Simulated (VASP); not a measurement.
A run of VASP 6.6.1 is set up as follows.

The input INCAR:

```
SYSTEM = WC
ALGO = Normal ; EDIFF = 1E-6
ENCUT = 520 ; GGA_COMPAT = .False.
ISIF = 2 ; ISMEAR = -1
LASPH = .True. ; LCHARG = .False.
LMAXMIX = 4 ; LMIXTAU = .True.
LNONCOLLINEAR = .True. ; LORBIT = 11
LREAL = .False. ; LSORBIT = .True.
LWAVE = .False. ; MAGMOM = 0 0 0 0 0 0
METAGGA = SCAN ; NELM = 60
PREC = Accurate ; SIGMA = 0.05
```

The input KPOINTS:

```
k-points
0
Gamma
  7 7 7
  0 0 0
```

Contents of POSCAR:

```
WC
1.0
    2.9065000000      0.0000000000      0.0000000000
   -1.4532500000      2.5171028361      0.0000000000
    0.0000000000      0.0000000000      2.8366000000
W C
1 1
Direct
    0.0000000000      0.0000000000      0.0000000000
    0.6666666667      0.3333333333      0.5000000000
```

Contents of KPOINTS_OPT:

```
path GMKGALHA,LM,KH
20
line-mode
reciprocal
 0.0000000000  0.0000000000  0.0000000000  G
 0.5000000000  0.0000000000  0.0000000000  M

 0.5000000000  0.0000000000  0.0000000000  M
 0.3333333333  0.3333333333  0.0000000000  K

 0.3333333333  0.3333333333  0.0000000000  K
 0.0000000000  0.0000000000  0.0000000000  G

 0.0000000000  0.0000000000  0.0000000000  G
 0.0000000000  0.0000000000  0.5000000000  A

 0.0000000000  0.0000000000  0.5000000000  A
 0.5000000000  0.0000000000  0.5000000000  L

 0.5000000000  0.0000000000  0.5000000000  L
 0.3333333333  0.3333333333  0.5000000000  H

 0.3333333333  0.3333333333  0.5000000000  H
 0.0000000000  0.0000000000  0.5000000000  A

 0.5000000000  0.0000000000  0.5000000000  L
 0.5000000000  0.0000000000  0.0000000000  M

 0.3333333333  0.3333333333  0.0000000000  K
 0.3333333333  0.3333333333  0.5000000000  H
```

Potentials or basis: VASP PAW PBE potentials, release 64 (W_sv, C).

Command:

```bash
$ cat potpaw_PBE.64/W_sv/POTCAR potpaw_PBE.64/C/POTCAR > POTCAR
$ mpirun -np 1 vasp_ncl > vasp.out
```

Question: Estimate the pressure.

Answer: -0.8 GPa.

Stress tensor (GPa, compression positive):
```
-0.32  0.00  0.00
 0.00 -0.32  0.00
 0.00  0.00 -1.68
```

Caveat: the PAW data sets were made with another functional, which shifts forces and pressure a little.
